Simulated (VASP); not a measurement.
# Cu (Fm-3m) in VASP: notebook

The runs below take Cu through relaxation of cell and atoms, with PBE+D3(BJ), PBE.

Program: VASP 6.6.1. These are calculated values, not measurements. Logs are shortened: lines on timing, memory, paths and dates and some standing lists are left out, and cuts for length are marked.

## Step 1: The crystal as given

It takes space group Fm-3m (No. 225, cubic). The conventional cell has a = 3.568 Å, b = 3.568 Å, c = 3.568 Å, α = 90.00°, β = 90.00°, γ = 90.00°. Cu (site symmetry m-3m) has 12 Cu at 2.52 Å as nearest neighbours.

## Step 2: Relaxation of cell and atoms, PBE+D3(BJ)

The input, INCAR:

```
SYSTEM = Cu
PREC = Accurate
ENCUT = 600
EDIFF = 1E-7
ISMEAR = 1
SIGMA = 0.1
LREAL = .FALSE.
LASPH = .TRUE.
NELM = 80
ALGO = Normal
ISIF = 3
LWAVE = .FALSE.
LCHARG = .FALSE.
GGA = PE
IVDW = 12
IBRION = 2
NSW = 90
EDIFFG = -0.005
```

The input, KPOINTS:

```
Automatic mesh
0
G
  18 18 18
  0 0 0
```

The input, POSCAR:

```
Cu                                      
1.0
    0.0000000000      1.7839920325      1.7839920325
    1.7839920325     -0.0000000000      1.7839920325
    1.7839920325      1.7839920325     -0.0000000000
  Cu            
     1
Direct
     0.0000000000000000    0.0000000000000000    0.0000000000000000
```

Potentials or basis: VASP PAW PBE potentials, release 64 (Cu).

The run is started by

```
> cat potpaw_PBE.64/Cu/POTCAR > POTCAR
> mpirun -np 1 vasp_std > vasp.out
```

OUTCAR:

```text
SYSTEM = Cu
   PREC = Accurate
   ENCUT = 600
   EDIFF = 1E-7
   ISMEAR = 1
   LREAL = .FALSE.
   LASPH = .TRUE.
   NELM = 80
   ISIF = 3
   GGA = PE
   IVDW = 12
   IBRION = 2
   NSW = 90
   EDIFFG = -0.005
 IVDW          = 12

 ion  position               nearest neighbor table
   1  0.000  0.000  0.000-

  LATTYP: Found a face centered cubic cell.
 ALAT       =     3.5679840650

  Lattice vectors:

 A1 = (   0.0000000000,   1.7839920325,   1.7839920325)
 A2 = (   1.7839920325,   0.0000000000,   1.7839920325)
 A3 = (   1.7839920325,   1.7839920325,   0.0000000000)

Analysis of symmetry for initial positions (statically):
=====================================================================
 Subroutine PRICEL returns:
 Original cell was already a primitive cell.

 Routine SETGRP: Setting up the symmetry group for a
 face centered cubic supercell.

 Subroutine GETGRP returns: Found 48 space group operations
 (whereof 48 operations were pure point group operations)
 out of a pool of 48 trial point group operations.

The static configuration has the point symmetry O_h .

Analysis of symmetry for dynamics (positions and initial velocities):
=====================================================================
 Subroutine PRICEL returns:
 Original cell was already a primitive cell.

 Routine SETGRP: Setting up the symmetry group for a
 face centered cubic supercell.

 Subroutine GETGRP returns: Found 48 space group operations
 (whereof 48 operations were pure point group operations)
 out of a pool of 48 trial point group operations.

The dynamic configuration has the point symmetry O_h .

 Subroutine INISYM returns: Found 48 space group operations
 (whereof 48 operations are pure point group operations),
 and found     1 'primitive' translations

----------------------------------------------------------------------------------------

                                     Primitive cell

  volume of cell :      11.3556

  direct lattice vectors                    reciprocal lattice vectors
     0.000000000  1.783992033  1.783992033    -0.280270310  0.280270310  0.280270310
     1.783992033  0.000000000  1.783992033     0.280270310 -0.280270310  0.280270310
     1.783992033  1.783992033  0.000000000     0.280270310  0.280270310 -0.280270310

  length of vectors
     2.522945728  2.522945728  2.522945728     0.485442417  0.485442417  0.485442417

  position of ions in fractional coordinates (direct lattice)
     0.000000000  0.000000000  0.000000000

  ion indices of the primitive-cell ions
   primitive index   ion index
                 1           1

----------------------------------------------------------------------------------------

 KPOINTS: Automatic mesh

Automatic generation of k-mesh.
 Grid dimensions read from file:
 generate k-points for:   18   18   18

 Generating k-lattice:

  Cartesian coordinates                     Fractional coordinates (reciprocal lattice)
    -0.015570573  0.015570573  0.015570573     0.055555556  0.000000000  0.000000000
     0.015570573 -0.015570573  0.015570573     0.000000000  0.055555556  0.000000000
     0.015570573  0.015570573 -0.015570573     0.000000000  0.000000000  0.055555556

  Length of vectors
     0.026969023  0.026969023  0.026969023

  Shift w.r.t. Gamma in fractional coordinates (k-lattice)
     0.000000000  0.000000000  0.000000000

 Subroutine IBZKPT returns following result:
 ===========================================

 Found    195 irreducible k-points:
[... 49 lines left out ...]
   NSW    =     90    number of steps for IOM
   IBRION =      2    ionic relax: 0-MD 1-quasi-New 2-CG
   NFREE  =      1    steps in history (QN), initial steepest desc. (CG)
   ISIF   =      3    stress and relaxation
   ISYM   =      2    0-nonsym 1-usesym 2-fastsym
   POTIM  = 0.5000    time-step for ionic-motion
   TEBEG  =    0.0;   TEEND  =   0.0 temperature during run
   PSTRESS=    0.0 pullay stress
   NELECT =      11.0000    total number of electrons
   NUPDOWN=      -1.0000    fix difference up-down
   EMIN   =  10.00;   EMAX   =-10.00  energy-range for DOS
   EFERMI =   0.00;   METHOD = LEGACY
   ISMEAR =     1;   SIGMA  =   0.10  broadening in eV -4-tet -1-fermi 0-gaus
   EFERMI_NEDOS =   21; number of points for ismear=-14 and -15
   IALGO  =     38    algorithm
   IMIX   =      4    mixing-type and parameters
     AMIX     =   0.40;   BMIX     =  1.00
     AMIX_MAG =   1.60;   BMIX_MAG =  1.00
  volume/ion in A,a.u.               =      11.36        76.63
  Fermi-wavevector in a.u.,A,eV,Ry     =   1.619830  3.061035 35.699644  2.623850
  Thomas-Fermi vector in A             =   2.713867
   LORBIT       =      0    0 simple, 1 ext, 2 COOP (PROOUT), +10 PAW based schemes
   GGA     = PE    functional components
   LHFCALC =     F    Hartree Fock is set to
   AEXX    =    0.0000 exact exchange contribution
   IVDW    =    12    specifies the selected vdW correction
   LEPSILON=     F    determine dielectric tensor
   LRPA    =     F    only Hartree local field effects (RPA)
 conjugate gradient relaxation of ions
 non-spin polarized calculation
 Methfessel and Paxton  Order N= 1 SIGMA  =   0.10
  energy-cutoff  :      600.00
  volume of cell :       11.36
 maximum number of plane-waves:       392
   NGX =  9   NGY =  9   NGZ =  9

--------------------------------------- Ionic step        1  -------------------------------------------

 number of electron      11.0000013 magnetization

 Free energy of the ion-electron system (eV)
  ---------------------------------------------------
  ext. energy  EPLUGINS =         0.00000000
  ---------------------------------------------------
  free energy    TOTEN  =        -3.71088078 eV

  energy without entropy =       -3.71082806  energy(sigma->0) =       -3.71086321

------------------------ aborting loop because EDIFF is reached ----------------------------------------

 Edisp (eV)   -0.60729

 E8    (eV) :    -0.2605

  FORCE on cell =-STRESS in cart. coord.  units (eV):
  Direction    XX          YY          ZZ          XY          YZ          ZX
  --------------------------------------------------------------------------------------
  -------------------------------------------------------------------------------------
  Total       0.00522     0.00522     0.00522     0.00000    -0.00000    -0.00000
  in kB       0.73618     0.73618     0.73618     0.00000    -0.00000    -0.00000
  external pressure =        0.74 kB  Pullay stress =        0.00 kB

 VOLUME and BASIS-vectors are now :
 -----------------------------------------------------------------------------
  energy-cutoff  :      600.00
  volume of cell :       11.36
      direct lattice vectors                 reciprocal lattice vectors
     0.000000000  1.783992033  1.783992033    -0.280270310  0.280270310  0.280270310
     1.783992033  0.000000000  1.783992033     0.280270310 -0.280270310  0.280270310
     1.783992033  1.783992033  0.000000000     0.280270310  0.280270310 -0.280270310

 POSITION                                       TOTAL-FORCE (eV/Angst)
 -----------------------------------------------------------------------------------
      0.00000      0.00000      0.00000        -0.000000      0.000000     -0.000000
 -----------------------------------------------------------------------------------
    total drift:                                0.000000      0.000000      0.000000

  FREE ENERGIE OF THE ION-ELECTRON SYSTEM (eV)
  ---------------------------------------------------
  free  energy   TOTEN  =        -4.3181687349 eV

  energy  without entropy=       -4.3181160215  energy(sigma->0) =       -4.31815116

--------------------------------------- Ionic step        2  -------------------------------------------

 number of electron      11.0000013 magnetization

 Free energy of the ion-electron system (eV)
  ---------------------------------------------------
  ext. energy  EPLUGINS =         0.00000000
  ---------------------------------------------------
  free energy    TOTEN  =        -3.71135649 eV

  energy without entropy =       -3.71130408  energy(sigma->0) =       -3.71133902

 E-fermi :   8.0437     XC(G=0): -12.9503

 val. band max:        8.0181996432   @ k =   0.5000   0.3333   0.1667
 cond. band min:       8.0443922861   @ k =   0.5000   0.1111   0.0000
 fundamental gap:      0.0261926428
 Fermi energy:         8.0436514955

 k-point     1 :       0.0000    0.0000    0.0000
  band No.  band energies     occupation
      1      -1.5755      2.00000
      2       4.9311      2.00000
      3       4.9311      2.00000
      4       4.9311      2.00000
      5       5.8042      2.00000
      6       5.8042      2.00000
      7      30.9744      0.00000
      8      33.9216      0.00000
      9      33.9216      0.00000
[... 265 lines left out ...]
 k-point    24 :      -0.2222    0.0556    0.0000
  band No.  band energies     occupation
      1       0.5507      2.00000
      2       4.6184      2.00000
      3       5.0961      2.00000
      4       5.1371      2.00000
      5       5.7523      2.00000
      6       6.0112      2.00000
      7      21.3892      0.00000
      8      28.4975      0.00000
      9      32.1737      0.00000

 [... further k-points ...]

------------------------ aborting loop because EDIFF is reached ----------------------------------------

 Edisp (eV)   -0.60681

 E8    (eV) :    -0.2603

  FORCE on cell =-STRESS in cart. coord.  units (eV):
  Direction    XX          YY          ZZ          XY          YZ          ZX
  --------------------------------------------------------------------------------------
  -------------------------------------------------------------------------------------
  Total      -0.00244    -0.00244    -0.00244    -0.00000     0.00000    -0.00000
  in kB      -0.34384    -0.34384    -0.34384    -0.00000     0.00000    -0.00000
  external pressure =       -0.34 kB  Pullay stress =        0.00 kB

 VOLUME and BASIS-vectors are now :
 -----------------------------------------------------------------------------
  energy-cutoff  :      600.00
  volume of cell :       11.36
      direct lattice vectors                 reciprocal lattice vectors
     0.000000000  1.784441094  1.784441094    -0.280199779  0.280199779  0.280199779
     1.784441094 -0.000000000  1.784441094     0.280199779 -0.280199779  0.280199779
     1.784441094  1.784441094 -0.000000000     0.280199779  0.280199779 -0.280199779

 POSITION                                       TOTAL-FORCE (eV/Angst)
 -----------------------------------------------------------------------------------
      1.78444     -0.00000      1.78444         0.000000      0.000000     -0.000000
 -----------------------------------------------------------------------------------
    total drift:                               -0.000000      0.000000     -0.000000

  FREE ENERGIE OF THE ION-ELECTRON SYSTEM (eV)
  ---------------------------------------------------
  free  energy   TOTEN  =        -4.3181684913 eV

  energy  without entropy=       -4.3181160828  energy(sigma->0) =       -4.31815102

 reached required accuracy - stopping structural energy minimisation
```

Wall time 17 s (1 thread of Intel Xeon Platinum 8488C (Sapphire Rapids), shared host); peak memory 0.15 GiB.

Results:

| Property | Result |
| --- | --- |
| Free energy | -4.3182 eV |
| Relaxed volume | 11.36 Å³/atom |
| Relaxed cell | a = 2.524 Å, b = 2.524 Å, c = 2.524 Å, α = 60.00°, β = 60.00°, γ = 60.00° |
| Space group after relaxing (to 0.05 Å) | Fm-3m (No. 225) |
| Energy gained by relaxing | 0.0 meV/atom |
| Ionic steps | 2 |
| Pressure after relaxing | 0.0 GPa |
| Band gap on the k mesh | none (metal or under the smearing width) |
| Dispersion energy per atom | -0.607 eV |

Final structure:
```cif
data_structure
_symmetry_space_group_name_H-M 'P 1'
_symmetry_Int_Tables_number 1
_cell_length_a 2.5236
_cell_length_b 2.5236
_cell_length_c 2.5236
_cell_angle_alpha 60.000
_cell_angle_beta 60.000
_cell_angle_gamma 60.000
_cell_volume 11.36
loop_
_atom_site_label
_atom_site_type_symbol
_atom_site_fract_x
_atom_site_fract_y
_atom_site_fract_z
_atom_site_occupancy
Cu1 Cu 0.00000 0.00000 0.00000 1
```

Caveat: pairwise dispersion overbinds metals, which lowers pressure and volume.

## Step 3: Relaxation of cell and atoms, PBE

This run uses another cell than the first one, of 11.81 Å³/atom, 1.040 times its volume.

The input, INCAR:

```
PREC = Accurate ; ENCUT = 300
EDIFF = 1E-6 ; ISMEAR = 1
SIGMA = 0.1 ; LREAL = F
LASPH = T ; NELM = 80
ALGO = Normal ; ISIF = 3
LWAVE = F ; LCHARG = F
GGA = PE ; IBRION = 2
NSW = 90 ; EDIFFG = -0.01
```

The input, KPOINTS:

```
regular mesh
0
Gamma
  9 9 9
```

The input, POSCAR:

```
Cu
1.0
    0.0000000000      1.8075000000      1.8075000000
    1.8075000000      0.0000000000      1.8075000000
    1.8075000000      1.8075000000      0.0000000000
Cu
1
Direct
    0.0000000000      0.0000000000      0.0000000000
```

Potentials or basis: VASP PAW PBE potentials, release 64 (Cu).

The run is started by

```
> cat potpaw_PBE.64/Cu/POTCAR > POTCAR
> mpirun -np 1 vasp_std > vasp.out
```

OUTCAR:

```text
PREC = Accurate
   ENCUT = 300
   EDIFF = 1E-6
   ISMEAR = 1
   LREAL = F
   LASPH = T
   NELM = 80
   ISIF = 3
   GGA = PE
   IBRION = 2
   NSW = 90
   EDIFFG = -0.01

 ion  position               nearest neighbor table
   1  0.000  0.000  0.000-

  LATTYP: Found a face centered cubic cell.
 ALAT       =     3.6150000000

  Lattice vectors:

 A1 = (   0.0000000000,   1.8075000000,   1.8075000000)
 A2 = (   1.8075000000,   0.0000000000,   1.8075000000)
 A3 = (   1.8075000000,   1.8075000000,   0.0000000000)

Analysis of symmetry for initial positions (statically):
=====================================================================
 Subroutine PRICEL returns:
 Original cell was already a primitive cell.

 Routine SETGRP: Setting up the symmetry group for a
 face centered cubic supercell.

 Subroutine GETGRP returns: Found 48 space group operations
 (whereof 48 operations were pure point group operations)
 out of a pool of 48 trial point group operations.

The static configuration has the point symmetry O_h .

Analysis of symmetry for dynamics (positions and initial velocities):
=====================================================================
[... 166 lines left out ...]
  Total       -0.0340356     -0.0340356     -0.0340356      0.0000000      0.0000000      0.0000000
  in kB       -4.6172096     -4.6172096     -4.6172096      0.0000000      0.0000000      0.0000000
  external PRESSURE =      -4.6172096 kB  Pullay stress =       0.0000000 kB
[... 57 lines left out ...]
--------------------------------------- Ionic step        3  -------------------------------------------

 number of electron      10.9999924 magnetization

 Free energy of the ion-electron system (eV)
  ---------------------------------------------------
  ext. energy  EPLUGINS =         0.00000000
  ---------------------------------------------------
  free energy    TOTEN  =        -3.73992351 eV

  energy without entropy =       -3.73982377  energy(sigma->0) =       -3.73989026

 E-fermi :   7.7663     XC(G=0): -12.7395

 val. band max:        7.4958216326   @ k =   0.4444   0.3333   0.0000
 cond. band min:       7.8304746004   @ k =  -0.4444   0.1111   0.0000
 fundamental gap:      0.3346529677
 Fermi energy:         7.7662817830

 k-point     1 :       0.0000    0.0000    0.0000
  band No.  band energies     occupation
      1      -1.7528      2.00000
      2       4.5931      2.00000
      3       4.5931      2.00000
      4       4.5931      2.00000
      5       5.4191      2.00000
      6       5.4191      2.00000
      7      30.2448      0.00000
      8      32.9036      0.00000
      9      32.9036      0.00000
[... 265 lines left out ...]
 k-point    24 :       0.4444    0.4444    0.0000
  band No.  band energies     occupation
      1       2.7271      2.00000
      2       3.2315      2.00000
      3       5.9502      2.00000
      4       6.0689      2.00000
      5       6.0689      2.00000
      6       8.2656     -0.00000
      7      15.9006      0.00000
      8      20.9431      0.00000
      9      20.9431      0.00000

 [... further k-points ...]
[... 5 lines left out ...]
  --------------------------------------------------------------------------------------
  -------------------------------------------------------------------------------------
  Total        0.0052447      0.0052447      0.0052447      0.0000000     -0.0000000     -0.0000000
  in kB        0.7134515      0.7134515      0.7134515      0.0000000     -0.0000000     -0.0000000
  external PRESSURE =       0.7134515 kB  Pullay stress =       0.0000000 kB
[... 16 lines left out ...]
  FREE ENERGIE OF THE ION-ELECTRON SYSTEM (eV)
  ---------------------------------------------------
  free  energy   TOTEN  =        -3.7399235091 eV

  energy  without entropy=       -3.7398237715  energy(sigma->0) =       -3.73989026

 reached required accuracy - stopping structural energy minimisation
```

CONTCAR:

```text
Cu
   1.00000000000000
     0.0000000000000000    1.8058345209635489    1.8058345209635489
     1.8058345209635489    0.0000000000000000    1.8058345209635489
     1.8058345209635489    1.8058345209635489    0.0000000000000000
  Cu
     1
Direct
     0.0000000000000000    0.0000000000000000    0.0000000000000000

  0.00000000E+00  0.00000000E+00  0.00000000E+00
```

It took 4.1 s on 1 thread of Intel Xeon Platinum 8488C (Sapphire Rapids), shared host; peak memory 0.11 GiB.

These settings aren't checked as converged: the numbers below hold their error.

Results:

| Quantity | Value |
| --- | --- |
| Free energy | -3.7399 eV |
| Relaxed volume | 11.78 Å³/atom |
| Relaxed cell | a = 2.554 Å, b = 2.554 Å, c = 2.554 Å, α = 60.00°, β = 60.00°, γ = 60.00° |
| Space group after relaxing (to 0.05 Å) | Fm-3m (No. 225) |
| Energy gained by relaxing | 0.1 meV/atom |
| Ionic steps | 3 |
| Band gap on the k mesh | none (metal or under the smearing width) |

Caveat: the cutoff is under 1.25 times the usual one of these potentials, so pressure, stress and relaxed cells hold a basis-set (Pulay) error.
